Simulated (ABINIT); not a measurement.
# W (Pbcm) in ABINIT: phonons with LDA

Aim: the phonons of W with LDA.

Everything below comes from runs of ABINIT 10.8.3 (patched build). Logs are shortened: lines on timing, memory, paths and dates and some standing lists are left out, and cuts for length are marked. The log counts tension as positive stress, the text compression.

### 1 The structure

It takes space group Pbcm (No. 57, orthorhombic). The conventional cell has a = 2.810 Å, b = 4.864 Å, c = 4.924 Å, α = 90.00°, β = 90.00°, γ = 90.00°. Around W (site symmetry m) lie 12 W at 2.70 to 3.06 Å.

This isn't the form of W at room conditions, which is bcc.

### 2 Phonons, LDA

File run.abi:

```
ndtset 2

pp_dirpath "./"
pseudos "W.upf"

acell 3*1.0
rprim
     5.3094916828     0.0000000000     0.0000000000
     0.0000000000     9.1913822058     0.0000000000
     0.0000000000     0.0000000000     9.3044350712
ntypat 1
znucl 74
natom 4
typat 1 1 1 1
chkprim 0
chksymtnons 0
tolsym 1.0e-6
xred
   0.7931720000   0.9368430000            3/4
   0.2068280000   0.4368430000            3/4
   0.2068280000   0.0631570000            1/4
   0.7931720000   0.5631570000            1/4

ecut 35.0

ngkpt 8 6 6
nshiftk 1
shiftk 0.0 0.0 0.0

ixc 7

nband 38
occopt 6
tsmear 0.00367493

nstep 80

prteig 0
prtebands 0
prtwf 0
prtden 0
prtpot 0

kptopt1 1
tolvrs1 1.0e-15
prtwf1 1
tolwfr1 1.0e-14
nbdbuf1 4
nline1 6

rfphon2 1
rfatpol2 1 4
rfdir2 1 1 1
getwfk2 1
kptopt2 2
nqpt2 1
qpt2 0.0 0.0 0.0
tolvrs2 1.0e-10
```

File mrgddb.in:

```
merged_DDB
W
2
runo_DS1_DDB
runo_DS2_DDB
```

File anaddb.abi:

```
ddb_filepath "merged_DDB"
output_file "anaddb.abo"
outdata_prefix "ana"
asr 1
chneut 0
dipdip 0
dieflag 0
enunit 0
eivec 0
nph1l 1
qph1l 0.0 0.0 0.0 1.0
```

Potentials or basis: PseudoDojo NC SR LDA v0.4.1 standard.

The run is started by

```sh
$ mpirun --bind-to none -np 4 abinit run.abi > log 2>&1
$ mrgddb < mrgddb.in > mrgddb.log 2>&1
$ anaddb anaddb.abi > anaddb.log 2>&1
```

run.abo:

```text
.Version 10.8.3 of ABINIT
 DATASET    1 : space group Pb c m (# 57); Bravais oP (primitive ortho.)
================================================================================
 Values of the parameters that define the memory need for DATASET  1.
     intxc =       0    ionmov =       0      iscf =       7    lmnmax =       8
     lnmax =       8     mgfft =      50  mpssoang =       4    mqgrid =    3001
     natom =       4  nloc_mem =       1    nspden =       1   nspinor =       1
    nsppol =       1      nsym =       8    n1xccc =    2501    ntypat =       1
    occopt =       6   xclevel =       1
       mpw =        4520          nfft =       75000          nkpt =          80
================================================================================
================================================================================

 DATASET    2 : space group Pb c m (# 57); Bravais oP (primitive ortho.)
================================================================================
 Values of the parameters that define the memory need for DATASET  2 (RF).
     intxc =       0      iscf =       7    lmnmax =       8     lnmax =       8
     mgfft =      50  mpssoang =       4    mqgrid =    3001     natom =       4
  nloc_mem =       1    nspden =       1   nspinor =       1    nsppol =       1
      nsym =       8    n1xccc =    2501    ntypat =       1    occopt =       6
   xclevel =       1
      nfft =       75000          nkpt =         148
================================================================================
================================================================================

--------------------------------------------------------------------------------
------------- Echo of variables that govern the present computation ------------
--------------------------------------------------------------------------------
 -outvars: echo values of preprocessed input variables --------
            acell      1.0000000000E+00  1.0000000000E+00  1.0000000000E+00 Bohr
              amu      1.83850000E+02
          chkprim           0
      chksymtnons           0
             ecut      3.50000000E+01 Hartree
           getwfk1          0
           getwfk2          1
                       outvar_i_n : Printing only first  50 k-points.
              ixc           7
           jdtset        1    2
                       outvar_i_n : Printing only first  50 k-points.
           kptopt1          1
           kptopt2          2
         kptrlatt        8    0    0      0    6    0      0    0    6
          kptrlen      4.24759335E+01
            natom           4
[... 422 lines left out ...]
 Perturbation : displacement of atom   1   along direction   3
 The set of symmetries contains only one element for this perturbation.
 symkpt : not enough symmetry to change the number of k points.

--------------------------------------------------------------------------------

--------------------------------------------------------------------------------

 dfpt_looppert : total number of electrons, from k and k+q
  fully or partially occupied states are    5.600000E+01 and    5.600000E+01.
 Initialisation of the first-order wave-functions :
  ireadwf=   0
[... 28 lines left out ...]
 2DEtotal=    0.8749925724E+01 Ha. Also 2DEtotal=    0.238097608488E+03 eV
    (2DErelax=   -5.0475885535E+03 Ha. 2DEnonrelax=    5.0563384793E+03 Ha)
    (  non-var. 2DEtotal :    8.7499299422E+00 Ha)

================================================================================

 ---- first-order wavefunction calculations are completed ----

 ==> Compute Derivative Database <==

  Dynamical matrix, in cartesian coordinates,
   if specified in the inputs, asr has been imposed
     j1       j2             matrix element
  dir pert dir pert     real part    imaginary part

   1    1   1    1         0.0237693033        -0.0000000000
   1    1   2    1         0.0091476722         0.0000000000
   1    1   1    2         0.0052756478         0.0000000000
   1    1   2    2         0.0005277607        -0.0000000000
   1    1   1    3        -0.0105470856        -0.0000000000
   1    1   2    3        -0.0091474358        -0.0000000000
   1    1   1    4        -0.0184978654         0.0000000000
   1    1   2    4        -0.0005279972         0.0000000000
[... 79 lines left out ...]
   3    4   3    1        -0.0409123855         0.0000000000
   3    4   3    2        -0.0744625963        -0.0000000000
   3    4   3    3         0.0143038629        -0.0000000000
   3    4   3    4         0.1010711189         0.0000000000

  Phonon wavevector (reduced coordinates) :  0.00000  0.00000  0.00000
 Phonon energies in Hartree :
  -2.953455E-04  0.000000E+00  0.000000E+00  0.000000E+00  2.440218E-04
   2.809023E-04  3.984864E-04  4.069919E-04  5.991733E-04  7.193385E-04
   8.074012E-04  8.297723E-04
 Phonon frequencies in cm-1    :
  -6.482083E+01  0.000000E+00  0.000000E+00  0.000000E+00  5.355661E+01
   6.165093E+01  8.745766E+01  8.932439E+01  1.315033E+02  1.578766E+02
   1.772041E+02  1.821140E+02

== END DATASET(S) ==============================================================
================================================================================

 -outvars: echo values of variables after computation  --------
            acell      1.0000000000E+00  1.0000000000E+00  1.0000000000E+00 Bohr
           etotal1    -3.0361533542E+02
           etotal2     8.7499257236E+00
            fcart1     1.8483339435E-03  1.5126302988E-03 -3.6032911418E-31
                      -1.8483339435E-03  1.5126302988E-03  4.0272077468E-31
                      -1.8483339435E-03 -1.5126302988E-03  3.1793745369E-31
                       1.8483339435E-03 -1.5126302988E-03 -3.6032911418E-31
            fcart2     0.0000000000E+00  0.0000000000E+00  0.0000000000E+00
                       0.0000000000E+00  0.0000000000E+00  0.0000000000E+00
                       0.0000000000E+00  0.0000000000E+00  0.0000000000E+00
                       0.0000000000E+00  0.0000000000E+00  0.0000000000E+00
            rprim      5.3094916828E+00  0.0000000000E+00  0.0000000000E+00
                       0.0000000000E+00  9.1913822058E+00  0.0000000000E+00
                       0.0000000000E+00  0.0000000000E+00  9.3044350712E+00
           strten1     5.6149060053E-04  5.7853565154E-04  5.4938477414E-04
                       0.0000000000E+00  0.0000000000E+00  0.0000000000E+00
           strten2     0.0000000000E+00  0.0000000000E+00  0.0000000000E+00
                       0.0000000000E+00  0.0000000000E+00  0.0000000000E+00
           xangst      2.2285452264E+00  4.5566825593E+00  3.6927712475E+00
                       5.8111677175E-01  2.1247475610E+00  3.6927712475E+00
                       5.8111677175E-01  3.0718743738E-01  1.2309237492E+00
                       2.2285452264E+00  2.7391224357E+00  1.2309237492E+00
             xred      7.9317200000E-01  9.3684300000E-01  7.5000000000E-01
                       2.0682800000E-01  4.3684300000E-01  7.5000000000E-01
                       2.0682800000E-01  6.3157000000E-02  2.5000000000E-01
                       7.9317200000E-01  5.6315700000E-01  2.5000000000E-01
 Calculation completed.
```

Run time: 15 min. Hardware: 4 MPI ranks of Arm Neoverse V2, shared host; peak memory 1.5 GiB.

Results:

- Free energy: -8261.7942 eV
- Pressure: -16.6 GPa
- Largest force: 0.123 eV/Å
- Band gap on the k mesh: none (metal or under the smearing width)
- Highest phonon frequency at Γ: 182 cm⁻¹
- Most unstable mode: 65i cm⁻¹

Forces in eV/Å, atoms in the order of the input:
```
W    0.095  0.078  0.000
W   -0.095  0.078  0.000
W   -0.095 -0.078  0.000
W    0.095 -0.078  0.000
```

Stress tensor (GPa, compression positive):
```
-16.52   0.00   0.00
  0.00 -17.02   0.00
  0.00   0.00 -16.16
```

Phonon frequencies in cm⁻¹ (negative: imaginary):
| q point | frequencies |
| --- | --- |
| (0.000, 0.000, 0.000) | -65 0 0 0 54 62 87 89 132 158 177 182 |

Caveat: the atoms weren't relaxed first, which shifts response properties; the mesh is coarse for a metal's response; some modes are imaginary; the cell is more than 3 GPa from zero pressure, which shifts response properties; so large a pressure means that the cell lies far from this level's equilibrium, or that cutoff or potentials fall short. The run has no spin-orbit coupling, so splittings on W are missing.
